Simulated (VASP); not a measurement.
Set up this calculation in VASP 6.6.1, as the native input.

```
Task                   : electrostatic potential
Functional             : PBE
Potentials or basis    : VASP PAW PBE potentials, release 64 (Hf_pv, O)
Cutoff                 : 520 eV
k mesh                 : 10 × 10 × 10
Occupations            : gaussian, width 0.02 eV
Spin                   : non-collinear spin, zero start, spin-orbit coupling
Starting moments       : [[0.0, 0.0, 0.0], [0.0, 0.0, 0.0], [0.0, 0.0, 0.0]] μB
Further INCAR settings : ALGO = Normal; EDIFF = 1e-07
```

The structure of HfO2 lies in POSCAR:

```
HfO2                                    
1.0
    0.0000000000      2.5356599433      2.5356599433
    2.5356599433     -0.0000000000      2.5356599433
    2.5356599433      2.5356599433      0.0000000000
  Hf              O             
     1     2
Direct
     0.0000000000000000    0.0000000000000000    0.0000000000000000
     0.2500000000000000    0.2500000000000000    0.2500000000000000
     0.7500000000000000    0.7500000000000000    0.7500000000000000
```

The cell was built by a generator and needn't be a form met in nature.

The input as run:

INCAR

```
ALGO = Normal
EDIFF = 1E-7
ENCUT = 520
GGA = PE
GGA_COMPAT = F
ISIF = 2
ISMEAR = 0
KPAR = 4
LASPH = T
LCHARG = T
LMAXMIX = 4
LORBIT = 11
LREAL = F
LSORBIT = T
LVHAR = T
LWAVE = F
MAGMOM = 0 0 0 0 0 0 0 0 0
NELM = 80
PREC = Accurate
SIGMA = 0.02
```

KPOINTS

```
k-points
0
Gamma
  10 10 10
```

Potentials or basis: VASP PAW PBE potentials, release 64 (Hf_pv, O).

Command:

```sh
$ cat potpaw_PBE.64/Hf_pv/POTCAR potpaw_PBE.64/O/POTCAR > POTCAR
$ mpirun -np 4 vasp_ncl > vasp.out
```

It gave:

```
Pressure                                              : 0.3 GPa
Net moment                                            : 0.00 μB per cell
Valence electrons inside the program's atomic spheres : Hf 8.28; O 5.11
```

Wall time 25 s on 4 MPI ranks on Intel(R) Xeon(R) 6975P-C (Granite Rapids) (shared host), peak memory 0.28 GiB a rank.
